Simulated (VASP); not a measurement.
# AlCu3 (Fm-3m) in VASP: single point with PBEsol

Aim: the single point of AlCu3 with PBEsol.

All numbers are computed with VASP 6.6.1; they aren't measurements. Logs are shortened: lines on timing, memory, paths and dates and some standing lists are left out, and cuts for length are marked.

## (1) Starting point

The structure is cubic, space group Fm-3m (No. 225). Conventional cell: a = 5.776 Å, b = 5.776 Å, c = 5.776 Å, α = 90.00°, β = 90.00°, γ = 90.00°. Al (site symmetry m-3m) is surrounded by 8 Cu at 2.50 Å. Cu (site symmetry m-3m) has 8 Cu at 2.50 Å as nearest neighbours. Cu (site symmetry -43m) has 4 Al at 2.50 Å and 4 Cu at 2.50 Å as nearest neighbours.

The cell comes from a database or a generator and needn't be the stable form of this composition.

## (2) Single point, PBEsol

Input file INCAR:

```
PREC = Accurate
ENCUT = 520
EDIFF = 1E-7
ISMEAR = -1
SIGMA = 0.01
LREAL = F
LASPH = T
NELM = 100
ALGO = Normal
ISIF = 2
LWAVE = F
LCHARG = T
GGA = PS
LELF = T
LVHAR = T
NBANDS = 26
ISYM = 0
```

Input file KPOINTS:

```
Automatic mesh
0
Gamma
  5 5 5
  0.5 0.5 0.5
```

Input file POSCAR:

```
AlCu3
1.0
    0.0000000000      2.8880109900      2.8880109900
    2.8880109900      0.0000000000      2.8880109900
    2.8880109900      2.8880109900      0.0000000000
Al Cu
1 3
Direct
    0.0000000000      0.0000000000      0.0000000000
    0.5000000000      0.5000000000      0.5000000000
    0.2500000000      0.2500000000      0.2500000000
    0.7500000000      0.7500000000      0.7500000000
```

Potentials or basis: VASP PAW PBE potentials, release 64 (Al, Cu).

Launch:

```sh
cat potpaw_PBE.64/Al/POTCAR potpaw_PBE.64/Cu/POTCAR > POTCAR
mpirun -np 1 vasp_std > vasp.out
```

OUTCAR:

```text
PREC = Accurate
   ENCUT = 520
   EDIFF = 1E-7
   ISMEAR = -1
   LREAL = F
   LASPH = T
   NELM = 100
   ISIF = 2
   GGA = PS
   ISYM = 0

 ion  position               nearest neighbor table
   1  0.000  0.000  0.000-   3 2.50   4 2.50   4 2.50   4 2.50   4 2.50   3 2.50   3 2.50   3 2.50
                             2 2.89   2 2.89   2 2.89   2 2.89   2 2.89   2 2.89
   2  0.500  0.500  0.500-   3 2.50   4 2.50   3 2.50   3 2.50   3 2.50   4 2.50   4 2.50   4 2.50
                             1 2.89   1 2.89   1 2.89   1 2.89   1 2.89   1 2.89
   3  0.250  0.250  0.250-   1 2.50   2 2.50   1 2.50   1 2.50   1 2.50   2 2.50   2 2.50   2 2.50

   4  0.750  0.750  0.750-   1 2.50   2 2.50   2 2.50   2 2.50   2 2.50   1 2.50   1 2.50   1 2.50

IMPORTANT INFORMATION: All symmetrisations will be switched off!
NOSYMM: (Re-)initialisation of all symmetry stuff for point group C_1.

----------------------------------------------------------------------------------------

                                     Primitive cell

  volume of cell :      48.1755

  direct lattice vectors                    reciprocal lattice vectors
     0.000000000  2.888010990  2.888010990    -0.173129535  0.173129535  0.173129535
     2.888010990  0.000000000  2.888010990     0.173129535 -0.173129535  0.173129535
     2.888010990  2.888010990  0.000000000     0.173129535  0.173129535 -0.173129535

  length of vectors
     4.084264310  4.084264310  4.084264310     0.299869151  0.299869151  0.299869151

  position of ions in fractional coordinates (direct lattice)
     0.000000000  0.000000000  0.000000000
     0.500000000  0.500000000  0.500000000
     0.250000000  0.250000000  0.250000000
     0.750000000  0.750000000  0.750000000

  ion indices of the primitive-cell ions
   primitive index   ion index
                 1           1
                 2           2
                 3           3
                 4           4

----------------------------------------------------------------------------------------

 KPOINTS: Automatic mesh

Automatic generation of k-mesh.
 Grid dimensions read from file:
 generate k-points for:    5    5    5

 Generating k-lattice:

  Cartesian coordinates                     Fractional coordinates (reciprocal lattice)
    -0.034625907  0.034625907  0.034625907     0.200000000  0.000000000  0.000000000
     0.034625907 -0.034625907  0.034625907     0.000000000  0.200000000  0.000000000
     0.034625907  0.034625907 -0.034625907     0.000000000  0.000000000  0.200000000

  Length of vectors
     0.059973830  0.059973830  0.059973830

  Shift w.r.t. Gamma in fractional coordinates (k-lattice)
     0.500000000  0.500000000  0.500000000

 Subroutine IBZKPT returns following result:
 ===========================================

 Found    252 irreducible k-points:

 Following reciprocal coordinates:
            Coordinates               Weight
  0.100000  0.100000  0.100000      2.000000
  0.100000  0.000000  0.000000      2.000000
  0.000000  0.000000 -0.100000      2.000000
  0.000000  0.100000  0.000000      2.000000
  0.300000  0.100000  0.100000      2.000000
  0.100000  0.300000  0.100000      2.000000
[... 16 lines left out ...]
  0.000000  0.400000 -0.100000      2.000000
  0.400000  0.000000 -0.100000      2.000000
 [... further k-points ...]
   k-points           NKPTS =    252   k-points in BZ     NKDIM =    252   number of bands    NBANDS=     26
   number of dos      NEDOS =    301   number of ions     NIONS =      4
   total plane-waves  NPLWV =  27000
   dimension x,y,z NGX =    30 NGY =   30 NGZ =   30
   dimension x,y,z NGXF=    60 NGYF=   60 NGZF=   60
   ions per type =               1   3
   NGX,Y,Z   is equivalent  to a cutoff of  12.21, 12.21, 12.21 a.u.
   NGXF,Y,Z  is equivalent  to a cutoff of  24.42, 24.42, 24.42 a.u.
 SYSTEM =  unknown system
   PREC   = accura    normal or accurate (medium, high low for compatibility)
   ISTART =      0    job   : 0-new  1-cont  2-samecut
   ICHARG =      2    charge: 1-file 2-atom 10-const
   ISPIN  =      1    spin polarized calculation?
   LNONCOLLINEAR =      F non collinear calculations
   LSORBIT =      F    spin-orbit coupling
   LASPH  =      T    aspherical Exc in radial PAW
   ENCUT  =  520.0 eV  38.22 Ry    6.18 a.u.   7.59  7.59  7.59*2*pi/ulx,y,z
   NELM   =    100;   NELMIN=  2; NELMDL= -5     # of ELM steps
   EDIFF  = 0.1E-06   stopping-criterion for ELM
   LREAL  =      F    real-space projection
   EDIFFG = 0.1E-05   stopping-criterion for IOM
   NSW    =      0    number of steps for IOM
   IBRION =     -1    ionic relax: 0-MD 1-quasi-New 2-CG
   NFREE  =      0    steps in history (QN), initial steepest desc. (CG)
   ISIF   =      2    stress and relaxation
   ISYM   =      0    0-nonsym 1-usesym 2-fastsym
   POTIM  = 0.5000    time-step for ionic-motion
   TEBEG  =    0.0;   TEEND  =   0.0 temperature during run
   PSTRESS=    0.0 pullay stress
   NELECT =      36.0000    total number of electrons
   NUPDOWN=      -1.0000    fix difference up-down
   EMIN   =  10.00;   EMAX   =-10.00  energy-range for DOS
   EFERMI =   0.00;   METHOD = LEGACY
   ISMEAR =    -1;   SIGMA  =   0.01  broadening in eV -4-tet -1-fermi 0-gaus
   EFERMI_NEDOS =   21; number of points for ismear=-14 and -15
   IALGO  =     38    algorithm
   IMIX   =      4    mixing-type and parameters
     AMIX     =   0.40;   BMIX     =  1.00
     AMIX_MAG =   1.60;   BMIX_MAG =  1.00
  volume/ion in A,a.u.               =      12.04        81.28
  Fermi-wavevector in a.u.,A,eV,Ry     =   1.485594  2.807366 30.027918  2.206990
  Thomas-Fermi vector in A             =   2.598986
   LORBIT       =      0    0 simple, 1 ext, 2 COOP (PROOUT), +10 PAW based schemes
   GGA     = PS    functional components
   LHFCALC =     F    Hartree Fock is set to
   AEXX    =    0.0000 exact exchange contribution
   IVDW    =     0    specifies the selected vdW correction
   LEPSILON=     F    determine dielectric tensor
   LRPA    =     F    only Hartree local field effects (RPA)
 non-spin polarized calculation
  energy-cutoff  :      520.00
  volume of cell :       48.18
 maximum number of plane-waves:      1309
   NGX = 15   NGY = 15   NGZ = 15

 number of electron      35.9999973 magnetization

 Free energy of the ion-electron system (eV)
  ---------------------------------------------------
  ext. energy  EPLUGINS =         0.00000000
  ---------------------------------------------------
  free energy    TOTEN  =       -17.71826956 eV

  energy without entropy =      -17.71771883  energy(sigma->0) =      -17.71799419

 E-fermi :   8.5589     XC(G=0): -12.4726

 val. band max:        8.3635620407   @ k =  -0.4000   0.3000   0.4000
 cond. band min:       8.5828455417   @ k =  -0.4000  -0.2000  -0.1000
 fundamental gap:      0.2192835010
 Fermi energy:         8.5588683757

 k-point     1 :       0.1000    0.1000    0.1000
  band No.  band energies     occupation
      1      -1.9466      2.00000
      2       3.7824      2.00000
      3       3.7824      2.00000
      4       3.8433      2.00000
      5       3.9933      2.00000
      6       3.9933      2.00000
[... 18 lines left out ...]
     25      14.9756      0.00000
     26      15.2735      0.00000

 k-point     2 :       0.1000    0.0000    0.0000
  band No.  band energies     occupation
      1      -1.9466      2.00000
      2       3.7824      2.00000
      3       3.7824      2.00000
      4       3.8433      2.00000
      5       3.9933      2.00000
      6       3.9933      2.00000
[... 18 lines left out ...]
     25      14.9756      0.00000
     26      15.2735      0.00000

 k-point     3 :       0.0000    0.0000   -0.1000
  band No.  band energies     occupation
      1      -1.9466      2.00000
      2       3.7824      2.00000
      3       3.7824      2.00000
      4       3.8433      2.00000
      5       3.9933      2.00000
      6       3.9933      2.00000
[... 18 lines left out ...]
     25      14.9756      0.00000
     26      15.2735      0.00000

 k-point     4 :       0.0000    0.1000    0.0000
  band No.  band energies     occupation
      1      -1.9466      2.00000
      2       3.7824      2.00000
      3       3.7824      2.00000
      4       3.8433      2.00000
      5       3.9933      2.00000
      6       3.9933      2.00000
[... 18 lines left out ...]
     25      14.9756      0.00000
     26      15.2735      0.00000

 k-point     5 :       0.3000    0.1000    0.1000
  band No.  band energies     occupation
      1      -1.2193      2.00000
      2       3.4850      2.00000
      3       3.7566      2.00000
      4       3.9611      2.00000
      5       4.1707      2.00000
      6       4.2804      2.00000
[... 18 lines left out ...]
     25      16.0344      0.00000
     26      17.9548      0.00000

 k-point     6 :       0.1000    0.3000    0.1000
  band No.  band energies     occupation
      1      -1.2193      2.00000
      2       3.4850      2.00000
      3       3.7566      2.00000
      4       3.9611      2.00000
      5       4.1707      2.00000
      6       4.2804      2.00000
[... 427 lines left out ...]
 k-point    21 :       0.5000    0.4000    0.4000
  band No.  band energies     occupation
      1       0.4677      2.00000
      2       2.0105      2.00000
      3       3.8715      2.00000
      4       3.9477      2.00000
      5       4.2687      2.00000
      6       4.4440      2.00000
[... 18 lines left out ...]
     25      18.0821      0.00000
     26      19.7137      0.00000

 k-point    22 :       0.1000   -0.4000    0.0000
  band No.  band energies     occupation
      1       0.4677      2.00000
      2       2.0105      2.00000
      3       3.8715      2.00000
      4       3.9477      2.00000
      5       4.2687      2.00000
      6       4.4440      2.00000
[... 18 lines left out ...]
     25      18.0821      0.00000
     26      19.7137      0.00000

 k-point    23 :       0.0000    0.4000   -0.1000
  band No.  band energies     occupation
      1       0.4677      2.00000
      2       2.0105      2.00000
      3       3.8715      2.00000
      4       3.9477      2.00000
      5       4.2687      2.00000
      6       4.4440      2.00000
[... 18 lines left out ...]
     25      18.0821      0.00000
     26      19.7137      0.00000

 k-point    24 :       0.4000    0.0000   -0.1000
  band No.  band energies     occupation
      1       0.4677      2.00000
      2       2.0105      2.00000
      3       3.8715      2.00000
      4       3.9477      2.00000
      5       4.2687      2.00000
      6       4.4440      2.00000
[... 18 lines left out ...]
     25      18.0821      0.00000
     26      19.7137      0.00000

 [... further k-points ...]

------------------------ aborting loop because EDIFF is reached ----------------------------------------

  FORCE on cell =-STRESS in cart. coord.  units (eV):
  Direction    XX          YY          ZZ          XY          YZ          ZX
  --------------------------------------------------------------------------------------
  -------------------------------------------------------------------------------------
  Total        0.1019189      0.1019201      0.1019223      0.0000042     -0.0000009      0.0000083
  in kB        3.3895256      3.3895633      3.3896384      0.0001394     -0.0000299      0.0002773
  external PRESSURE =       3.3895758 kB  Pullay stress =       0.0000000 kB

 VOLUME and BASIS-vectors are now :
 -----------------------------------------------------------------------------
  energy-cutoff  :      520.00
  volume of cell :       48.18
      direct lattice vectors                 reciprocal lattice vectors
     0.000000000  2.888010990  2.888010990    -0.173129535  0.173129535  0.173129535
     2.888010990  0.000000000  2.888010990     0.173129535 -0.173129535  0.173129535
     2.888010990  2.888010990  0.000000000     0.173129535  0.173129535 -0.173129535

 POSITION                                       TOTAL-FORCE (eV/Angst)
 -----------------------------------------------------------------------------------
      0.00000      0.00000      0.00000         0.000000     -0.000000     -0.000000
      2.88801      2.88801      2.88801         0.000000     -0.000000     -0.000000
      1.44401      1.44401      1.44401         0.000001      0.000001      0.000001
      4.33202      4.33202      4.33202        -0.000001     -0.000001     -0.000001
 -----------------------------------------------------------------------------------
    total drift:                               -0.000002      0.000000     -0.000001

  FREE ENERGIE OF THE ION-ELECTRON SYSTEM (eV)
  ---------------------------------------------------
  free  energy   TOTEN  =       -17.7182695568 eV

  energy  without entropy=      -17.7177188315  energy(sigma->0) =      -17.71799419
```

Wall time 4.8 min (1 thread of Intel Xeon Platinum 8488C (Sapphire Rapids), shared host); peak memory 0.36 GiB.

Results:

| Quantity | Value |
| --- | --- |
| Free energy | -17.7183 eV |
| Pressure | 0.3 GPa |
| Band gap on the k mesh | none (metal or under the smearing width) |

Levels at points of the mesh, in eV from the Fermi level:
```csv
k point,band 16,band 17,band 18,band 19,band 20,band 21
"(0.50, 0.50, 0.50)",-2.47,-2.19,2.65,2.65,2.90,2.90
"(0.50, 0.00, 0.00)",-2.47,-2.19,2.65,2.65,2.90,2.90
"(0.00, 0.00, 0.50)",-2.47,-2.19,2.65,2.65,2.90,2.90
"(0.00, 0.50, 0.00)",-2.47,-2.19,2.65,2.65,2.90,2.90
```

Caveat: the k mesh is coarse (spacing up to 0.38 Å⁻¹), so the values aren't converged; the PAW data sets were made with another functional, which shifts forces and pressure a little.
